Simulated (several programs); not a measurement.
HfSiO4 (I4_1/amd): methods side by side

Measured values to be reproduced:
- volume: 10.73 Å³ an atom (from the lattice constants; a of conventional tetragonal cell; “The physical and mechanical properties of hafnium orthosilicate: experiments and first-principles calculations”; 2020; arxiv:2003.07546)

HfSiO4 (started from an entry of an open crystallographic database), relaxed with r2SCAN in Ansatz, was computed with several methods. The symmetry is I4_1/amd (No. 141, tetragonal); a = 6.582 Å, c = 5.972 Å in the conventional setting, 10.78 Å³ an atom. Hf is surrounded by 8 O at 2.12–2.26 Å; Si is surrounded by 4 O at 1.62 Å; O is surrounded by 1 Si at 1.62 Å and 2 Hf at 2.12–2.26 Å. (Simulation; spin polarisation is off.)

```
CELL_PARAMETERS angstrom
-3.29082 3.29082 2.98577
3.29082 -3.29082 2.98577
3.29082 3.29082 -2.98577
ATOMIC_POSITIONS crystal
Hf 0.75000 0.25000 0.50000
Hf 0.00000 0.00000 0.00000
Si 0.25000 0.75000 0.50000
Si 0.50000 0.50000 0.00000
O 0.13525 0.31988 0.81537
O 0.06988 0.75451 0.68463
O 0.50451 0.31988 0.18463
O 0.06988 0.38525 0.31537
O 0.61475 0.93012 0.68463
O 0.68012 0.86475 0.18463
O 0.24549 0.93012 0.31537
O 0.68012 0.49549 0.81537
```

Gaps and times are for a single point on this cell; volume and bulk modulus come from each method's own relaxation or energy curve at fixed shape, which is too stiff where a cell has free coordinates or axes. Times are rough, from shared hosts (Arm Neoverse V1; Arm Neoverse V2), and each method has its own mesh and cell size. A double dagger marks a value from a curve with shape and coordinates held. A star marks a curve whose lowest point is an end point. Gaps from k meshes are read at a limited set of points (mesh, symmetry points, PBE's band edges), so each method's own least gap may be somewhat smaller. Minimal bases can be far off for gaps. Times of the plane-wave ladder aren't listed, since it ran on unlike processors and cards. GLLB-SC's gap includes the derivative discontinuity. d marks a direct gap, i an indirect one (no mark: not told apart), a dash a value that wasn't computed or didn't pass its checks.

| method | kind | gap (eV) | own volume (Å³/atom) | bulk modulus (GPa) | atoms computed | processor time |
| --- | --- | --- | --- | --- | --- | --- |
| PBEsol | semilocal | – | 10.77 | – | 12 | – |
| light PBE (260 eV and a coarse mesh) | light plane-wave | 5.33 i | – | – | 12 | 2.6 s |
| PBE | semilocal | 5.43 i | 11.07 | 231‡ | 12 | – |
| LDA | semilocal | 5.24 i | 10.50 | – | 12 | – |
| PBE/SZV (CP2K) | small basis | 5.00 i | 11.78*‡ | 197*‡ | 12 | 29 s |
| r2SCAN | semilocal | 6.00 i | 10.78 | 256‡ | 12 | – |
| PBE/DZVP (CP2K) | small basis | 5.26 i | 10.89‡ | 235‡ | 12 | 84 s |
| GLLB-SC (GPAW) | model potential | 8.66 | – | – | 12 | 100 s |
| PBE+SOC | semilocal | 5.42 i | – | – | 12 | – |
| HSE06 | hybrid | 7.24 i | – | – | 12 | – |
| PBE0 | hybrid | 8.02 i | – | – | 12 | – |
| r2SCANh | hybrid | 6.96 i | – | – | 12 | – |
| DDH-PBE0 | hybrid | 8.06 i | – | – | 12 | – |

Against HSE06 (7.24 eV) and with closed or daggered gaps left aside, the nearest gap at the points sampled is that of r2SCANh (-0.28 eV) and the farthest that of PBE/SZV (CP2K) (-2.24 eV). HSE06 is only a yardstick of convenience: for gaps this wide it usually falls short of measured ones, so a larger value can be the better one.

Volumes against r2SCAN's: PBEsol -0.1 %, PBE +2.7 %, LDA -2.6 %.

Comparison with experiment:
- Volume, measured 10.73 Å³ an atom: PBEsol +0.3 %, PBE +3.1 %, LDA -2.2 %, r2SCAN +0.4 %.
The calculations are for a static lattice; samples hold vibrations, temperature and, in optical gaps, excitons. A measured value is shown where most reports agree with it, and only for the quantities listed.

Only the rows marked +SOC include spin-orbit coupling.
